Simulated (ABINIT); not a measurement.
# NbAs (I4_1md) in ABINIT: a series of runs

The runs below take NbAs through single point, with PBE.

All numbers are computed with ABINIT 10.8.3 (patched build); they aren't measurements. Logs are shortened: lines on timing, memory, paths and dates and some standing lists are left out, and cuts for length are marked. The log counts tension as positive stress, the text compression.

## 1. The crystal as given

Symmetry: I4_1md, No. 109, tetragonal system. Conventional cell: a = 3.452 Å, b = 3.452 Å, c = 11.680 Å, α = 90.00°, β = 90.00°, γ = 90.00°. Around Nb (site symmetry 2mm) lie 6 As at 2.60 to 2.63 Å. As (site symmetry 2mm) is surrounded by 6 Nb at 2.60 to 2.63 Å.

## 2. Single point, PBE

The input, run.abi:

```
# Pseudopotentials
pp_dirpath "./"
pseudos "Nb.GGA_PBE-JTH.xml, As.GGA_PBE-JTH.xml"

# Structure
acell 11.9610433297 11.9610433297 11.9610433297
rprim
    -0.2726671698     0.2726671698     0.9226620340
     0.2726671698    -0.2726671698     0.9226620340
     0.2726671698     0.2726671698    -0.9226620340
ntypat 2
znucl 41 33
natom 4
typat 1 1 2 2
xred
     0.5000000000     0.0000000000     0.5000000000
     0.7500000000     0.7500000000     0.0000000000
     0.9160000000     0.4160000000     0.5000000000
     0.1660000000     0.1660000000     0.0000000000

# Plane-wave basis
ecut 16.0
pawecutdg 32.0
pawxcdev 0

# k points
kptopt 1
ngkpt 8 8 8
nshiftk 1
shiftk 0.0 0.0 0.0

# Exchange and correlation
ixc 11

# Bands and occupations
nband 34
occopt 3
tsmear 0.05 eV

# SCF cycle
nstep 100
tolvrs 1.0e-9

# Output
iomode 3
prtwf 0
prtden 0
prteig 0
prtebands 0
enunit 2
```

Potentials or basis: JTH PAW PBE v2.0.

Started as:

```sh
$ abinit run.abi > log 2>&1
```

run.abo:

```text
.Version 10.8.3 of ABINIT
 Symmetries : space group I4_1 m d (#109); Bravais tI (body-center tetrag.)
================================================================================
 Values of the parameters that define the memory need of the present run
     intxc =       0    ionmov =       0      iscf =      17    lmnmax =      18
     lnmax =       6     mgfft =      45  mpssoang =       3    mqgrid =    3001
     natom =       4  nloc_mem =       2    nspden =       1   nspinor =       1
    nsppol =       1      nsym =       8    n1xccc =       1    ntypat =       2
    occopt =       3   xclevel =       2
       mpw =        1472          nfft =       91125          nkpt =          59
 PAW method is used; the additional fine FFT grid is defined by:
   mgfftf=        64    nfftf =    262144
================================================================================
================================================================================

--------------------------------------------------------------------------------
------------- Echo of variables that govern the present computation ------------
--------------------------------------------------------------------------------
 -outvars: echo values of preprocessed input variables --------
            acell      1.1961043330E+01  1.1961043330E+01  1.1961043330E+01 Bohr
              amu      9.29063800E+01  7.49215900E+01
             ecut      1.60000000E+01 Hartree
           enunit           2
                       outvar_i_n : Printing only first  50 k-points.
              ixc          11
                       outvar_i_n : Printing only first  50 k-points.
         kptrlatt        8    0    0      0    8    0      0    0    8
          kptrlen      5.21821413E+01
            natom           4
            nband          34
            ngfft          45      45      45
          ngfftdg          64      64      64
             nkpt          59
            nstep         100
             nsym           8
           ntypat           2
                       prtocc : prtvol=0, do not print more k-points.
           occopt           3
        pawecutdg      3.20000000E+01 Hartree
         pawxcdev           0
           prtden           0
        prtebands           0
           prteig           0
            prtwf           0
            rprim     -2.7266716980E-01  2.7266716980E-01  9.2266203400E-01
                       2.7266716980E-01 -2.7266716980E-01  9.2266203400E-01
                       2.7266716980E-01  2.7266716980E-01 -9.2266203400E-01
          spgroup         109
           tolvrs      1.00000000E-09
           tsmear      1.83746611E-03 Hartree
            typat      1  1  2  2
           useylm           1
                       outvars : Printing only first  50 k-points.
           xangst      0.0000000000E+00  1.7258499990E+00  0.0000000000E+00
                      -7.4270449861E-18 -7.4270449861E-18  8.7599999937E+00
                      -2.1330486495E-16  1.7258499990E+00  4.8588799965E+00
                       1.3529402909E-17 -1.6817108156E-17  1.9388799986E+00
            xcart      0.0000000000E+00  3.2613838326E+00  0.0000000000E+00
                      -1.4035080949E-17 -1.4035080949E-17  1.6554000851E+01
                      -4.0308777608E-16  3.2613838326E+00  9.1819524720E+00
                       2.5566866144E-17 -3.1779728644E-17  3.6639521884E+00
             xred      5.0000000000E-01  1.6717912244E-17  5.0000000000E-01
                       7.5000000000E-01  7.5000000000E-01 -4.3034128055E-18
                       9.1600000000E-01  4.1600000000E-01  5.0000000000E-01
                       1.6600000000E-01  1.6600000000E-01 -9.5248870094E-19
            znucl       41.00000   33.00000

================================================================================

 chkinp: Checking input parameters for consistency.

================================================================================
== DATASET  1 ==================================================================

--- !DatasetInfo
iteration_state: {dtset: 1, }
dimensions: {natom: 4, nkpt: 59, mband: 34, nsppol: 1, nspinor: 1, nspden: 1, mpw: 1472, }
cutoff_energies: {ecut:  16.0, pawecutdg:  32.0, }
electrons: {nelect:   5.60000000E+01, charge:   0.00000000E+00, occopt:   3.00000000E+00, tsmear:   1.83746611E-03, }
meta: {optdriver: 0, ionmov: 0, optcell: 0, iscf: 17, paral_kgb: 0, }
...

 Exchange-correlation functional for the present dataset will be:
[... 105 lines left out ...]
    1        2.22094         10.13788879
    2        2.22094         10.13788879
    3        2.10392         12.79420388
    4        2.10392         12.79420388

================================================================================

 ----iterations are completed or convergence reached----

 Mean square residual over all n,k,spin=   20.521E-08; max=  15.220E-05
 reduced coordinates (array xred) for    4 atoms
       0.500000000000      0.000000000000      0.500000000000
       0.750000000000      0.750000000000     -0.000000000000
       0.916000000000      0.416000000000      0.500000000000
       0.166000000000      0.166000000000     -0.000000000000
 rms dE/dt=  6.4331E-02; max dE/dt=  6.4697E-02; dE/dt below (all hartree)
    1       0.063962195457      0.063962195457     -0.063962195457
    2       0.063962195457      0.063962195457     -0.063962195457
    3      -0.064696933993     -0.064696933993      0.064696933993
    4      -0.064696933993     -0.064696933993      0.064696933993

 cartesian coordinates (angstrom) at end:
    1      0.00000000000000     1.72584999902976     0.00000000000000
    2     -0.00000000000000    -0.00000000000000     8.75999999368296
    3     -0.00000000000000     1.72584999902976     4.85887999649615
    4      0.00000000000000    -0.00000000000000     1.93887999860183

 cartesian forces (hartree/bohr) at end:
    1     -0.00000000000000    -0.00000000000000    -0.00582906500709
    2     -0.00000000000000     0.00000000000000    -0.00582906500709
    3      0.00000000000000     0.00000000000000     0.00582906500709
    4      0.00000000000000     0.00000000000000     0.00582906500709
 frms,max,avg= 3.3654123E-03 5.8290650E-03   0.000E+00  0.000E+00  3.329E-05 h/b

 cartesian forces (eV/Angstrom) at end:
    1     -0.00000000000000    -0.00000000000000    -0.29974257432155
    2     -0.00000000000000     0.00000000000000    -0.29974257432155
    3      0.00000000000000     0.00000000000000     0.29974257432155
    4      0.00000000000000     0.00000000000000     0.29974257432155
 frms,max,avg= 1.7305646E-01 2.9974257E-01   0.000E+00  0.000E+00  1.712E-03 e/A
 length scales= 11.961043329700 11.961043329700 11.961043329700 bohr
              =  6.329511544407  6.329511544407  6.329511544407 angstroms
 Fermi (or HOMO) energy (hartree) =   0.42801   Average Vxc (hartree)=  -0.43026
 Eigenvalues (hartree) for nkpt=  59  k points:
 kpt#   1, nband= 34, wtk=  0.00195, kpt=  0.0000  0.0000  0.0000 (reduced coord)
  -1.59857   -1.59753   -0.87686   -0.87686   -0.87640   -0.87618   -0.87605   -0.87600
  -0.87596   -0.87596   -0.87591   -0.87587   -0.72451   -0.72036   -0.72036   -0.71474
  -0.71474   -0.71297   -0.05847    0.02528    0.19949    0.32420    0.34484    0.34484
   0.35303    0.36620    0.37670    0.37670    0.45427    0.47528    0.51621    0.53811
   0.53811    0.56390
      occupation numbers for kpt#   1
   2.00000    2.00000    2.00000    2.00000    2.00000    2.00000    2.00000    2.00000
   2.00000    2.00000    2.00000    2.00000    2.00000    2.00000    2.00000    2.00000
   2.00000    2.00000    2.00000    2.00000    2.00000    2.00000    2.00000    2.00000
   2.00000    2.00000    2.00000    2.00000    0.00000    0.00000    0.00000    0.00000
   0.00000    0.00000
 prteigrs : prtvol=0 or 1, do not print more k-points.

 Fermi (or HOMO) energy (eV) =  11.64662   Average Vxc (eV)= -11.70806
 Eigenvalues (   eV  ) for nkpt=  59  k points:
 kpt#   1, nband= 34, wtk=  0.00195, kpt=  0.0000  0.0000  0.0000 (reduced coord)
 -43.49919  -43.47091  -23.86050  -23.86050  -23.84805  -23.84203  -23.83856  -23.83711
 -23.83596  -23.83596  -23.83462  -23.83352  -19.71480  -19.60211  -19.60211  -19.44896
 -19.44896  -19.40087   -1.59099    0.68793    5.42843    8.82198    9.38367    9.38367
   9.60649    9.96468   10.25065   10.25065   12.36123   12.93307   14.04682   14.64269
  14.64269   15.34459
 prteigrs : prtvol=0 or 1, do not print more k-points.

--- !EnergyTerms
iteration_state     : {dtset: 1, }
comment             : Components of total free energy in Hartree
kinetic             :  3.42332055416573E+01
hartree             :  7.79337657604114E+01
xc                  : -1.75729133574721E+01
Ewald energy        : -2.27855055245926E+02
psp_core            :  9.32522988349485E+00
local_psp           : -2.44447718859176E+02
PAW spherical_terms :  2.54830886770552E+01
internal            : -3.42900397599955E+02
'-kT*entropy'       : -3.29854809492956E-04
total_energy        : -3.42900727454765E+02
total_energy_eV     : -9.33080413879947E+03
...

--- !EnergyTermsDC
iteration_state     : {dtset: 1, }
comment             : '"Double-counting" decomposition of free energy'
band_energy         : -2.74073445303525E+01
Ewald energy        : -2.27855055245926E+02
psp_core            :  9.32522988349485E+00
xc_dc               : -7.43002725183681E+01
PAW spherical_terms : -2.26629545335421E+01
internal            : -3.42900396944694E+02
'-kT*entropy'       : -3.29854809492956E-04
total_energy_dc     : -3.42900726799503E+02
total_energy_dc_eV  : -9.33080412096889E+03
...

--- !EnergyTermsWithPAWCore
iteration_state     : {dtset: 1, }
comment             : 'Components of total free energy, including PAW core contributions'
Total energy        : -1.21620261891880E+04
Total energy DC     : -1.21620261885327E+04
Total energy (eV)   : -3.30945592167730E+05
Total energy DC (eV): -3.30945592149899E+05
...

 Cartesian components of stress tensor (hartree/bohr^3)
  sigma(1 1)= -9.21906110E-05  sigma(3 2)=  0.00000000E+00
  sigma(2 2)= -9.21906110E-05  sigma(3 1)=  0.00000000E+00
  sigma(3 3)= -1.22978458E-04  sigma(2 1)=  0.00000000E+00

-Cartesian components of stress tensor (GPa)         [Pressure=  3.0143E+00 GPa]
- sigma(1 1)= -2.71234142E+00  sigma(3 2)=  0.00000000E+00
- sigma(2 2)= -2.71234142E+00  sigma(3 1)=  0.00000000E+00
- sigma(3 3)= -3.61815114E+00  sigma(2 1)=  0.00000000E+00

== END DATASET(S) ==============================================================
================================================================================

 -outvars: echo values of variables after computation  --------
            acell      1.1961043330E+01  1.1961043330E+01  1.1961043330E+01 Bohr
           etotal     -3.4290072680E+02
            fcart     -1.7721653118E-18 -9.0480357382E-19 -5.8290650071E-03
                      -1.7721653118E-18  8.2991990216E-19 -5.8290650071E-03
                       9.0480357382E-19  3.7441835833E-20  5.8290650071E-03
                       2.6395270498E-18  3.7441835833E-20  5.8290650071E-03
            rprim     -2.7266716980E-01  2.7266716980E-01  9.2266203400E-01
                       2.7266716980E-01 -2.7266716980E-01  9.2266203400E-01
                       2.7266716980E-01  2.7266716980E-01 -9.2266203400E-01
           strten     -9.2190611034E-05 -9.2190611034E-05 -1.2297845775E-04
                       0.0000000000E+00  0.0000000000E+00  0.0000000000E+00
           xangst      0.0000000000E+00  1.7258499990E+00  0.0000000000E+00
                      -7.4270449861E-18 -7.4270449861E-18  8.7599999937E+00
                      -2.1330486495E-16  1.7258499990E+00  4.8588799965E+00
                       1.3529402909E-17 -1.6817108156E-17  1.9388799986E+00
             xred      5.0000000000E-01  1.6717912244E-17  5.0000000000E-01
                       7.5000000000E-01  7.5000000000E-01 -4.3034128055E-18
                       9.1600000000E-01  4.1600000000E-01  5.0000000000E-01
                       1.6600000000E-01  1.6600000000E-01 -9.5248870094E-19
 Calculation completed.
```

Wall time 6.4 min (1 thread of Intel Xeon Platinum 8259CL at 2.50GHz (Skylake/Cascade Lake), shared host); peak memory 0.25 GiB.

What came out:

* Free energy: -9330.8041 eV
* Pressure: 3.0 GPa
* Largest force: 0.300 eV/Å
* Band gap on the k mesh: none (metal or under the smearing width)
* Valence electrons inside the program's atomic spheres: Nb 10.14; As 12.79

Forces in eV/Å, atoms in the order of the input:
```
Nb   0.000  0.000 -0.300
Nb   0.000  0.000 -0.300
As   0.000  0.000  0.300
As   0.000  0.000  0.300
```

Levels at points of the mesh, in eV from the Fermi level:
| k point | band 25 | band 26 | band 27 | band 28 | band 29 | band 30 | band 31 | band 32 |
| --- | --- | --- | --- | --- | --- | --- | --- | --- |
| (0.00, 0.00, 0.00) | -2.04 | -1.68 | -1.40 | -1.40 | 0.71 | 1.29 | 2.40 | 3.00 |
| (0.50, 0.00, 0.00) | -2.21 | -1.89 | -1.42 | -0.07 | 0.04 | 1.15 | 2.12 | 2.28 |
| (0.50, 0.50, 0.00) | -2.81 | -2.81 | -0.60 | -0.60 | 2.40 | 2.40 | 2.69 | 2.69 |
| (0.50, 0.50, 0.50) | -2.52 | -2.52 | -0.53 | -0.53 | 0.99 | 0.99 | 1.90 | 1.90 |

[end of part 1 of 2]
